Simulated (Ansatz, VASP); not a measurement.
This is a calculation of K for VASP 6.6.1.

The input INCAR:

```
PREC = Accurate
ENCUT = 520
EDIFF = 1E-7
ISMEAR = 0
SIGMA = 0.1
LREAL = F
LASPH = T
NELM = 80
ALGO = Normal
ISIF = 2
LWAVE = F
LCHARG = F
GGA = CA
NBANDS = 10
```

Contents of KPOINTS:

```
Automatic mesh
0
Gamma
  7 7 7
```

The input POSCAR:

```
K
1.0
   -2.6975585167      2.6975585167      2.6975585167
    2.6975585167     -2.6975585167      2.6975585167
    2.6975585167      2.6975585167     -2.6975585167
K
1
Direct
    0.0000000000      0.0000000000      0.0000000000
```

Potentials or basis: VASP PAW LDA potentials, release 64 (K_sv).

Run with:

```bash
$ cat potpaw_LDA.64/K_sv/POTCAR > POTCAR
$ mpirun -np 1 vasp_std > vasp.out
```

Q: Set up the same calculation for Ansatz 0.2.0. Potentials there: all-electron LAPW, scalar-relativistic.

A: As run (the cutoff follows the program's own potentials):

File input.yaml:

```yaml
crystal:
  lattice:
    - [-2.6975585167, 2.6975585167, 2.6975585167]
    - [2.6975585167, -2.6975585167, 2.6975585167]
    - [2.6975585167, 2.6975585167, -2.6975585167]
  atoms:
    - { symbol: K, position: [0.0, 0.0, 0.0] }
kpoints:
  mp_grid: { grid: [7, 7, 7] }
scf:
  occupations: { method: gaussian, width: 0.1 }
hamiltonian:
  xc: lda
  pseudopotentials: { kind: all_electron, lapw: { basis_error: 0.001 } }
output:
  forces: true
  stress: true
  eigenvalues: true
```

Potentials or basis: all-electron LAPW, scalar-relativistic.

Run with:

```console
$ ansatz run input.yaml --threads 1 --pin off --max-ram 3072MiB --backend cpu --events-out ev --progress --plain --runs-dir out
```

Both were run:

|  | VASP | Ansatz | Ansatz less VASP |
| --- | --- | --- | --- |
| gap on the k mesh at the Fermi level (eV) | none | none | - |
| pressure (GPa) | -0.6 | -0.6 | +0.02 |

A gap of «none» marks a metal or a gap that the smearing closes. Ansatz ran all-electron here, so the differences hold the error of VASP's frozen core and of both bases.
